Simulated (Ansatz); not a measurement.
As:

```
As
1.0
     1.88080    1.08588    3.51406
    -1.88080    1.08588    3.51406
     0.00000   -2.17176    3.51406
As
2
Direct
  0.22600 0.22600 0.22600
  0.77400 0.77400 0.77400
```

Base run:

- Program: Ansatz 0.2.0
- Functional: LDA
- Potentials or basis: Ansatz PAW
- Cutoff: 420 eV (not typed: the program's choice for these potentials)
- k mesh: 7 × 7 × 7
- Occupations: fermi-dirac, width 0.05 eV
- Spin: no spin polarisation

Its results: pressure -1.5 GPa; largest force 0.225 eV/Å.

Problem. The run is repeated on the same cell with these changes: functional from LDA to r2SCAN; cutoff from 420 eV (not typed: the program's choice for these potentials) to 500 eV (not typed: the program's choice for these potentials). What comes out?

Solution. Pressure 1.8 GPa; largest force 0.111 eV/Å.

Caveats: the PAW data sets come from PBE, with cores solved anew for the run's functional, which leaves a small shift of forces and pressure.
